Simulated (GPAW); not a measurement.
# Co (P6_3/mmc) in GPAW: further runs, part 2 of 2

GPAW 26.7.0. The steps go on from the part before.

**3. Band structure, PBEsol+U, collinear spin, ferromagnetic start**

Input file run.py:

```python
from ase import Atoms
from ase.dft.bandgap import bandgap
from ase.io import write
from ase.units import GPa
from gpaw import GPAW, PW, setup_paths

setup_paths.insert(0, '.')

atoms = Atoms(['Co', 'Co'],
              cell=[[2.4719999032, 0.0, 0.0],
                    [-1.2359999516, 2.1408147143, 0.0],
                    [0.0, 0.0, 4.02114408]],
              scaled_positions=[[0.6666666667, 0.3333333333, 0.75],
                                [0.3333333333, 0.6666666667, 0.25]],
              pbc=True)
atoms.set_initial_magnetic_moments([2.0, 2.0])

calc = GPAW(mode=PW(600),
            xc='PBEsol',
            kpts={'size': (10, 10, 6), 'gamma': True},
            occupations={'name': 'fermi-dirac', 'width': 0.05},
            setups={'Co': ':d,8.0'},
            nbands=21,
            convergence={'density': 1e-05, 'energy': 1e-05},
            maxiter=150,
            txt='gpaw.txt')
atoms.calc = calc
energy = atoms.get_potential_energy()
forces = atoms.get_forces()
stress = atoms.get_stress()
calc.write('gs.gpw')
write('result.traj', atoms)
print(f'Energy: {energy:.6f} eV')
print('Forces (eV/A):')
print(forces.round(4))
print('Stress (GPa):', (stress / GPa).round(3))
print('Moments:', calc.get_magnetic_moments().round(3))
print('Fermi level:', round(calc.get_fermi_level(), 4), 'eV')
print(f'Gap: {bandgap(calc)[0]:.4f} eV, direct: {bandgap(calc, direct=True)[0]:.4f} eV')

path = atoms.cell.bandpath('GMKGALHA,LM,KH', npoints=60, eps=1e-4)
bs_calc = calc.fixed_density(kpts=path, symmetry='off', nbands=31,
                             convergence={'bands': 'CBM+6.0', 'eigenstates': 1e-6}, txt='bands.txt')
bs = bs_calc.band_structure()
bs.write('bs.json')
print(f'Gap on the path: {bandgap(bs_calc)[0]:.4f} eV')
```

Potentials or basis: PAW data sets generated in the run's folder for this functional, pw.

Command:

```sh
gpaw-setup -f PBEsol Co
OMP_NUM_THREADS=1 python run.py
```

gpaw.txt:

```text
__  _  _
 | _ |_)|_||  |
 |__||  | ||/\| - 26.7.0

Input parameters:
  mode=PW(ecut=600.0),
  convergence={'density': 1e-05, 'energy': 1e-05},
  kpts=MonkhorstPack(size=(10, 10, 6), gamma=True),
  maxiter=150,
  nbands=21,
  occupations=Occupations(name='fermi-dirac', width=0.05),
  setups={'Co': ':d,8.0'},
  xc=XC(name='PBEsol')

Diagonalizing LCAO Hamiltonian
Converting LCAO to pw mode

          Co

        Co

Atoms  # Å, Bohr magnetons
|   | symbol |         x |        y |        z |    initial magnetic moments |
|---|--------|-----------|----------|----------|-----------------------------|
| 0 |     Co |  1.236000 | 0.713605 | 3.015858 | ( 0.0000,  0.0000,  2.0000) |
| 1 |     Co | -0.000000 | 1.427210 | 1.005286 | ( 0.0000,  0.0000,  2.0000) |

Unit cell  # Å
| periodic |         x |        y |        z |  lengths |     angles |
|----------|-----------|----------|----------|----------|------------|
|      yes |  2.472000 | 0.000000 | 0.000000 | 2.472000 |  90.000000 |
|      yes | -1.236000 | 2.140815 | 0.000000 | 2.472000 |  90.000000 |
|      yes |  0.000000 | 0.000000 | 4.021144 | 4.021144 | 120.000000 |

Number of symmetries: 12
Symmetry operations  # r_c * U_cc + t_c -> r_c
|    | kind |            matrix            |
|----|------|------------------------------|
|  0 |  σ   |  1, 1, 0,  0,-1, 0,  0, 0, 1 |
|  1 |  S6  |  1, 1, 0, -1, 0, 0,  0, 0,-1 |
|  2 |  E   |  1, 0, 0,  0, 1, 0,  0, 0, 1 |
|  3 |  C2  |  1, 0, 0, -1,-1, 0,  0, 0,-1 |
|  4 |  C2  |  0, 1, 0,  1, 0, 0,  0, 0,-1 |
|  5 |  C3  |  0, 1, 0, -1,-1, 0,  0, 0, 1 |
|  6 |  S6  |  0,-1, 0,  1, 1, 0,  0, 0,-1 |
|  7 |  σ   |  0,-1, 0, -1, 0, 0,  0, 0, 1 |
|  8 |  σ   | -1, 0, 0,  1, 1, 0,  0, 0, 1 |
|  9 |  i   | -1, 0, 0,  0,-1, 0,  0, 0,-1 |
| 10 |  C3  | -1,-1, 0,  1, 0, 0,  0, 0, 1 |
| 11 |  C2  | -1,-1, 0,  0, 1, 0,  0, 0,-1 |

BZ-sampling:
  Number of BZ points: 600
  Number of IBZ points: 72

  Monkhorst-Pack size: [10, 10, 6]
  Monkhorst-Pack shift: [0.05, 0.05, 0.08333333333333333]

K-points  # in reciprocal-cell coordinates
|     |                                coordinates |     weight |
[... 99 lines left out ...]
maximum number of iterations: 150

SCF iterations
|iter     | |      energy | eigst |  dens |  magmom |
|---------|-|-------------|-------|-------|---------|
|iter:   1| |   -5.898420 | +0.16 |       |  +4.0059|
|iter:   2| |   -5.962893 | -2.14 | -0.99 |  +4.0131|
|iter:   3| |   -6.703099 | -1.81 | -1.01 |  +4.2194|
|iter:   4| |   -6.898960 | -2.41 | -1.37 |  +4.2742|
|iter:   5| |   -6.914321 | -3.52 | -1.73 |  +4.2760|
|iter:   6| |   -7.078086 | -3.77 | -1.98 |  +4.2731|
|iter:   7| |   -7.212241 | -4.11 | -1.84 |  +4.2748|
|iter:   8| |   -7.193878 | -4.41 | -1.73 |  +4.2571|
|iter:   9| |   -7.071846 | -4.06 | -1.72 |  +4.2873|
|iter:  10| |   -7.199740 | -3.76 | -1.86 |  +4.2985|
|iter:  11| |   -6.914730 | -2.63 | -1.76 |  +4.2369|
[... 13 lines left out ...]
|iter:  25| |   -6.958267 | -3.63 | -2.49 |  +4.2960|
|iter:  26| |   -6.938824 | -3.85 | -2.45 |  +4.2938|
|iter:  27| |   -6.954770 | -3.68 | -2.47 |  +4.3027|
|iter:  28| |   -6.941821 | -3.98 | -2.51 |  +4.3006|
|iter:  29| |   -6.948234 | -3.92 | -2.57 |  +4.3054|
|iter:  30| |   -6.945601 | -3.76 | -2.79 |  +4.3080|
|iter:  31| |   -6.944779 | -5.17 | -2.82 |  +4.3087|
|iter:  32| |   -6.945184 | -5.99 | -2.72 |  +4.3049|
|iter:  33| |   -6.946141 | -4.91 | -2.83 |  +4.3034|
|iter:  34| |   -6.946288 | -5.42 | -2.99 |  +4.2980|
|iter:  35| |   -6.946309c| -6.32 | -3.43 |  +4.2960|
|iter:  36| |   -6.946352c| -5.73 | -3.70 |  +4.2958|
|iter:  37| |   -6.946307c| -5.82 | -3.61 |  +4.2951|
|iter:  38| |   -6.946250c| -5.69 | -3.72 |  +4.2940|
|iter:  39| |   -6.946245c| -7.19 | -4.12 |  +4.2945|
|iter:  40| |   -6.946246c| -8.05c| -4.49 |  +4.2948|
|iter:  41| |   -6.946246c| -8.20c| -5.10c|  +4.2948|

Converged in 41 steps
Energy contributions relative to reference atoms: (reference = -75737.720984)

Energy contributions:
  Kinetic:          64.106475
  Coulomb:         -51.941586
  Zero:             -0.330075
  External:          0.000000
  Xc:              -18.772978
  Entropy:          -0.016163
  Spinorbit:         0.000000
  ----------------------------
  Free energy:      -6.954327
  Extrapolated:     -6.946246

dipole moment: (-0.000001, -0.000002, -0.000003)  # |e|*Ang

Total magnetic moment: (0.000000, 0.000000, 4.294798)

Local magnetic moments
|        x |        y |        z |
|----------|----------|----------|
| 0.000000 | 0.000000 | 2.353486 |  # Co   0
| 0.000000 | 0.000000 | 2.353486 |  # Co   1

Fermi level: 11.832
Eigenvalues  # (at kpt = [0.000, 0.000, 0.000])
| band index |      eig [eV] | occ [0-1] |      eig [eV] | occ [0-1] |
|------------|---------------|-----------|---------------|-----------|
|          0 |         1.678 |     1.000 |         1.517 |     1.000 |
|          1 |         3.388 |     1.000 |         5.251 |     1.000 |
|          2 |         3.688 |     1.000 |         8.126 |     1.000 |
|          3 |         3.688 |     1.000 |        10.462 |     1.000 |
|          4 |         3.932 |     1.000 |        11.850 |     0.413 |
|          5 |         3.932 |     1.000 |        11.850 |     0.413 |
[... 8 lines left out ...]
|         14 |        35.415 |     0.000 |        35.788 |     0.000 |
|         15 |        35.415 |     0.000 |        36.102 |     0.000 |
|        ... |               |           |               |           |
|         20 |        40.551 |     0.000 |        41.149 |     0.000 |

No gap
No difference between direct/indirect transitions

Forces  # eV/Ang
|       x |        y |        z |
|---------|----------|----------|
| 0.00000 | -0.00000 | -0.00027 |  # Co   0
| 0.00000 |  0.00000 |  0.00027 |  # Co   1

Stress tensor  # eV/Ang^3
|         x |         y |         z |
|-----------|-----------|-----------|
| -0.210419 |  0.000000 |  0.000000 |
|  0.000000 | -0.210419 |  0.000000 |
|  0.000000 |  0.000000 | -0.050064 |

# Writing to gs.gpw (mode='')
```

stdout:

```text
Energy: -6.946246 eV
Forces (eV/A):
[[ 0.     -0.     -0.0003]
 [ 0.      0.      0.0003]]
Stress (GPa): [-33.713 -33.713  -8.021   0.      0.      0.   ]
Moments: [2.353 2.353]
Fermi level: 11.832 eV
Gap: 0.0000 eV, direct: 0.0000 eV
Gap on the path: 0.0000 eV
```

Wall time 2.5 min (1 thread of Arm Neoverse V2, shared host); peak memory 0.24 GiB.

What came out:

```
Free energy             : -6.9543 eV
Pressure                : 25.1 GPa
Band gap along the path : none (metal or under the smearing width)
Net moment              : 4.29 μB per cell
Site moments            : Co +2.35 μB
```

Levels at the corners of the path, in eV from the Fermi level:
Spin up:
```csv
point,band 9,band 10,band 11,band 12,band 13,band 14
Γ,-6.54,-5.54,-5.54,-0.97,4.11,21.17
M,-5.76,-5.35,-1.01,1.15,8.57,8.72
K,-5.38,-5.38,2.22,3.53,3.53,10.50
Γ,-6.54,-5.54,-5.54,-0.97,4.11,21.17
A,-5.94,-5.94,-5.94,-5.94,13.37,13.37
L,-5.06,-5.06,0.16,0.16,5.18,5.18
H,-4.91,-4.91,3.93,3.93,5.10,5.10
A,-5.94,-5.94,-5.94,-5.94,13.37,13.37
L,-5.06,-5.06,0.16,0.16,5.18,5.18
M,-5.76,-5.35,-1.01,1.15,8.57,8.72
K,-5.38,-5.38,2.22,3.53,3.53,10.50
H,-4.91,-4.91,3.93,3.93,5.10,5.10
```
Spin down:
```tsv
point	band 4	band 5	band 6	band 7	band 8	band 9
Γ	-1.37	0.02	0.02	0.48	0.48	0.94
M	-3.25	-2.06	-1.20	-1.08	1.66	1.79
K	-2.71	-1.51	-1.51	0.24	0.24	0.92
Γ	-1.37	0.02	0.02	0.48	0.48	0.94
A	-4.06	-0.02	-0.02	-0.02	-0.02	1.45
L	-3.20	-1.16	-1.16	0.10	0.10	1.60
H	-2.85	-1.39	-1.39	-0.30	-0.30	0.68
A	-4.06	-0.02	-0.02	-0.02	-0.02	1.45
L	-3.20	-1.16	-1.16	0.10	0.10	1.60
M	-3.25	-2.06	-1.20	-1.08	1.66	1.79
K	-2.71	-1.51	-1.51	0.24	0.24	0.92
H	-2.85	-1.39	-1.39	-0.30	-0.30	0.68
```

Caveat: the U is typed as a test and isn't derived for this compound.
